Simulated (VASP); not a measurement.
# CdS (Hawleyite) (F-43m) in VASP: notebook, part 2 of 2

VASP 6.6.1. The steps go on from the part before.

## Step 3: Band structure, HSE06

File POSCAR:

```
CdS
1.0
    0.0000000000      2.9165000000      2.9165000000
    2.9165000000      0.0000000000      2.9165000000
    2.9165000000      2.9165000000      0.0000000000
Cd S
1 1
Direct
    0.0000000000      0.0000000000      0.0000000000
    0.7500000000      0.7500000000      0.7500000000
```

File INCAR.step1:

```
PREC = Accurate
ENCUT = 520
EDIFF = 1E-5
ISMEAR = 0
SIGMA = 0.02
LREAL = F
LASPH = T
NELM = 80
ALGO = Normal
ISIF = 2
LWAVE = T
LCHARG = F
GGA = PE
```

File INCAR.step2:

```
PREC = Accurate
ENCUT = 520
EDIFF = 1E-6
ISMEAR = 0
SIGMA = 0.02
LREAL = F
LASPH = T
NELM = 80
ALGO = Normal
ISIF = 2
LWAVE = F
LCHARG = F
GGA = PE
LHFCALC = T
HFSCREEN = 0.2
PRECFOCK = Fast
ISTART = 1
```

File KPOINTS:

```
Automatic mesh
0
Gamma
  6 6 6
```

File KPOINTS_OPT:

```
path GXWKGLUWLK,UX
8
line-mode
reciprocal
 0.0000000000  0.0000000000  0.0000000000  G
 0.5000000000  0.0000000000  0.5000000000  X

 0.5000000000  0.0000000000  0.5000000000  X
 0.5000000000  0.2500000000  0.7500000000  W

 0.5000000000  0.2500000000  0.7500000000  W
 0.3750000000  0.3750000000  0.7500000000  K

 0.3750000000  0.3750000000  0.7500000000  K
 0.0000000000  0.0000000000  0.0000000000  G

 0.0000000000  0.0000000000  0.0000000000  G
 0.5000000000  0.5000000000  0.5000000000  L

 0.5000000000  0.5000000000  0.5000000000  L
 0.6250000000  0.2500000000  0.6250000000  U

 0.6250000000  0.2500000000  0.6250000000  U
 0.5000000000  0.2500000000  0.7500000000  W

 0.5000000000  0.2500000000  0.7500000000  W
 0.5000000000  0.5000000000  0.5000000000  L

 0.5000000000  0.5000000000  0.5000000000  L
 0.3750000000  0.3750000000  0.7500000000  K

 0.6250000000  0.2500000000  0.6250000000  U
 0.5000000000  0.0000000000  0.5000000000  X
```

Potentials or basis: VASP PAW PBE potentials, release 64 (Cd, S).

Started as:

```bash
cat potpaw_PBE.64/Cd/POTCAR potpaw_PBE.64/S/POTCAR > POTCAR
cp INCAR.step1 INCAR
mpirun -np 1 vasp_std > vasp.out
cp INCAR.step2 INCAR
mpirun -np 1 vasp_std > vasp.out
```

OUTCAR:

```text
PREC = Accurate
   ENCUT = 520
   EDIFF = 1E-6
   ISMEAR = 0
   LREAL = F
   LASPH = T
   NELM = 80
   ISIF = 2
   GGA = PE
   LHFCALC = T
   HFSCREEN = 0.2
   PRECFOCK = Fast
   ISTART = 1

 ion  position               nearest neighbor table
   1  0.000  0.000  0.000-   2 2.53   2 2.53   2 2.53   2 2.53
   2  0.750  0.750  0.750-   1 2.53   1 2.53   1 2.53   1 2.53

  LATTYP: Found a face centered cubic cell.
 ALAT       =     5.8330000000

  Lattice vectors:

 A1 = (   0.0000000000,   2.9165000000,   2.9165000000)
 A2 = (   2.9165000000,   0.0000000000,   2.9165000000)
 A3 = (   2.9165000000,   2.9165000000,   0.0000000000)

Analysis of symmetry for initial positions (statically):
=====================================================================
 Subroutine PRICEL returns:
 Original cell was already a primitive cell.

 Routine SETGRP: Setting up the symmetry group for a
 face centered cubic supercell.

 Subroutine GETGRP returns: Found 24 space group operations
[... 175 lines left out ...]
      1     -12.9147      2.00000
      2      -8.2038      2.00000
      3      -8.2038      2.00000
      4      -8.2038      2.00000
      5      -7.7193      2.00000
      6      -7.7193      2.00000
      7       0.6530      2.00000
      8       0.6530      2.00000
      9       0.6530      2.00000
     10       2.8405      0.00000
     11       8.3832      0.00000
     12       8.3832      0.00000
     13       8.3832      0.00000
[... 226 lines left out ...]
  band No.  band energies     occupation
      1     -12.3238      2.00000
      2      -7.9614      2.00000
      3      -7.9352      2.00000
      4      -7.8005      2.00000
      5      -7.6791      2.00000
      6      -7.0775      2.00000
      7      -3.4979      2.00000
      8      -1.6570      2.00000
      9      -1.6391      2.00000
     10       6.3564      0.00000
     11       7.0337      0.00000
     12      10.1331      0.00000
     13      10.2364      0.00000

------------------------ aborting loop because EDIFF is reached ----------------------------------------

  FORCE on cell =-STRESS in cart. coord.  units (eV):
  Direction    XX          YY          ZZ          XY          YZ          ZX
  --------------------------------------------------------------------------------------
  -------------------------------------------------------------------------------------
  Total        0.6228069      0.6228069      0.6228069      0.0000000     -0.0000000     -0.0000000
  in kB       20.1116679     20.1116679     20.1116679      0.0000000     -0.0000000     -0.0000000
  external PRESSURE =      20.1116679 kB  Pullay stress =       0.0000000 kB

 VOLUME and BASIS-vectors are now :
 -----------------------------------------------------------------------------
  energy-cutoff  :      520.00
  volume of cell :       49.62
      direct lattice vectors                 reciprocal lattice vectors
     0.000000000  2.916500000  2.916500000    -0.171438368  0.171438368  0.171438368
     2.916500000  0.000000000  2.916500000     0.171438368 -0.171438368  0.171438368
     2.916500000  2.916500000  0.000000000     0.171438368  0.171438368 -0.171438368

 POSITION                                       TOTAL-FORCE (eV/Angst)
 -----------------------------------------------------------------------------------
      0.00000      0.00000      0.00000         0.000000      0.000000      0.000000
      4.37475      4.37475      4.37475        -0.000000     -0.000000     -0.000000
 -----------------------------------------------------------------------------------
    total drift:                               -0.000075     -0.000073     -0.000049

  FREE ENERGIE OF THE ION-ELECTRON SYSTEM (eV)
  ---------------------------------------------------
  free  energy   TOTEN  =        -7.6311497112 eV

  energy  without entropy=       -7.6311497112  energy(sigma->0) =       -7.63114971
```

OUTCAR.step1:

```text
PREC = Accurate
   ENCUT = 520
   EDIFF = 1E-5
   ISMEAR = 0
   LREAL = F
   LASPH = T
[... 467 lines left out ...]
 -----------------------------------------------------------------------------------
      0.00000      0.00000      0.00000         0.000000      0.000000      0.000000
      4.37475      4.37475      4.37475        -0.000000     -0.000000     -0.000000
 -----------------------------------------------------------------------------------
    total drift:                                0.000000      0.000000      0.000000

  FREE ENERGIE OF THE ION-ELECTRON SYSTEM (eV)
  ---------------------------------------------------
  free  energy   TOTEN  =        -6.1190598444 eV

  energy  without entropy=       -6.1190598444  energy(sigma->0) =       -6.11905984
```

OSZICAR.step1:

```text
N       E                     dE             d eps       ncg     rms          rms(c)
DAV:   1     0.116579160850E+03    0.11658E+03   -0.91337E+03   416   0.126E+03
DAV:   2    -0.119212576443E+01   -0.11777E+03   -0.11185E+03   451   0.300E+02
DAV:   3    -0.662276630707E+01   -0.54306E+01   -0.54086E+01   511   0.672E+01
DAV:   4    -0.666398850296E+01   -0.41222E-01   -0.41212E-01   461   0.581E+00
DAV:   5    -0.666453429511E+01   -0.54579E-03   -0.54578E-03   511   0.661E-01    0.812E+00
DAV:   6    -0.613779973273E+01    0.52673E+00   -0.10436E+00   573   0.142E+01    0.645E+00
DAV:   7    -0.611874879724E+01    0.19051E-01   -0.21751E-01   426   0.375E+00    0.321E+00
DAV:   8    -0.611906108029E+01   -0.31228E-03   -0.21267E-02   446   0.224E+00    0.311E-01
DAV:   9    -0.611884662785E+01    0.21445E-03   -0.29817E-03   481   0.931E-01    0.805E-02
DAV:  10    -0.611898984969E+01   -0.14322E-03   -0.30474E-04   436   0.192E-01    0.785E-02
DAV:  11    -0.611907085908E+01   -0.81009E-04   -0.13491E-04   434   0.136E-01    0.188E-02
DAV:  12    -0.611905852295E+01    0.12336E-04   -0.59342E-05   466   0.116E-01    0.957E-03
DAV:  13    -0.611905984439E+01   -0.13214E-05   -0.59034E-06   293   0.189E-02
   1 F= -.61190598E+01 E0= -.61190598E+01  d E =-.647547E-28
```

It took 39 min on 1 thread of Intel Xeon 6975P-C (Granite Rapids), shared host; peak memory 0.34 GiB.

What came out:

* Free energy: -7.6311 eV
* Pressure: 2.0 GPa
* Band gap on the k mesh: 2.19 eV, direct
* Band gap along the path: 2.19 eV, direct

Levels at the corners of the path, in eV from the valence-band top:
```tsv
point	band 6	band 7	band 8	band 9	band 10	band 11	band 12	band 13
Γ	-8.37	0.00	0.00	0.00	2.19	7.73	7.73	7.73
X	-7.87	-4.23	-2.02	-2.02	4.47	5.49	10.58	12.31
X	-7.87	-4.23	-2.02	-2.02	4.47	5.49	10.58	12.31
W	-7.69	-4.12	-2.40	-2.38	6.44	6.80	8.47	9.14
W	-7.69	-4.12	-2.40	-2.38	6.44	6.80	8.47	9.14
K	-7.74	-4.17	-2.73	-1.64	5.26	6.69	9.70	10.44
K	-7.74	-4.17	-2.73	-1.64	5.26	6.69	9.70	10.41
Γ	-8.37	0.00	0.00	0.00	2.19	7.73	7.73	7.73
Γ	-8.37	0.00	0.00	0.00	2.19	7.73	7.73	7.73
L	-7.96	-4.70	-0.81	-0.81	4.13	8.18	8.18	8.70
L	-7.96	-4.70	-0.81	-0.81	4.13	8.18	8.18	8.70
U	-7.74	-4.17	-2.73	-1.64	5.26	6.69	9.70	10.41
U	-7.74	-4.17	-2.73	-1.64	5.26	6.69	9.70	10.41
W	-7.69	-4.12	-2.40	-2.38	6.44	6.80	8.47	9.14
W	-7.69	-4.12	-2.40	-2.38	6.44	6.80	8.47	9.14
L	-7.96	-4.70	-0.81	-0.81	4.13	8.18	8.18	8.70
L	-7.96	-4.70	-0.81	-0.81	4.13	8.18	8.18	8.70
K	-7.74	-4.17	-2.73	-1.64	5.26	6.69	9.70	10.41
U	-7.74	-4.17	-2.73	-1.64	5.26	6.69	9.70	10.41
X	-7.87	-4.23	-2.02	-2.02	4.47	5.49	10.58	12.31
```

Caveat: the PAW data sets were made with another functional, which shifts forces and pressure a little.
